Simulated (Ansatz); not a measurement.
**ZnS (P6_3mc)**

Level of theory: DFT r2SCAN, scalar-relativistic, plane waves, PAW (Ansatz 0.2.0).

Cutoff 500 eV; k points 6×6×2 on the computed 8-atom cell (Γ-centred); Gaussian smearing, width 0.02 eV; no spin polarisation.

The structure is relaxed at this level of theory with its symmetry kept.

```
Zn S
1.0
     3.80874    0.00000    0.00000
    -1.90437    3.29846    0.00000
     0.00000    0.00000   12.46647
Zn S
4 4
Direct
  0.00000 0.00000 0.00011
  0.00000 0.00000 0.50011
  0.33333 0.66667 0.25007
  0.66667 0.33333 0.75007
  0.00000 0.00000 0.18724
  0.00000 0.00000 0.68724
  0.33333 0.66667 0.43758
  0.66667 0.33333 0.93758
```

| Item | Value |
| --- | --- |
| Space group | P6_3mc (No. 186) |
| Volume per atom | 19.58 Å³ |
| Formation energy from the elements' standard states (uncorrected) | -0.981 eV/atom |
| Generalised Kohn–Sham band gap | 2.74 eV, direct at Γ |
| Löwdin character of the top 1 eV of the valence band | S 3p 87 %, Zn 3d 9 % |
| Löwdin character of the lowest 1 eV of the conduction band | Zn 4s 57 %, S 3s 25 %, S 3p 13 %, unprojected 6 % |
| Electron masses at the edge by Cartesian direction of the standard setting (m_e; degenerate bands sorted by energy; no spin-orbit coupling) | x: 0.20; y: 0.20; z: 0.19 |
| Hole masses at the edge by Cartesian direction of the standard setting (m_e; degenerate bands sorted by energy; no spin-orbit coupling) | x: 1.6, 0.19; y: 1.6, 0.19; z: 1.5, 1.5 |
| Bulk modulus | 78 GPa |
| Its pressure derivative | 4.3 |
| Bader charges (e) | Zn (2 in the cell) 0.97, Zn (2 in the cell) 0.97, S (2 in the cell) -0.97, S (2 in the cell) -0.97 |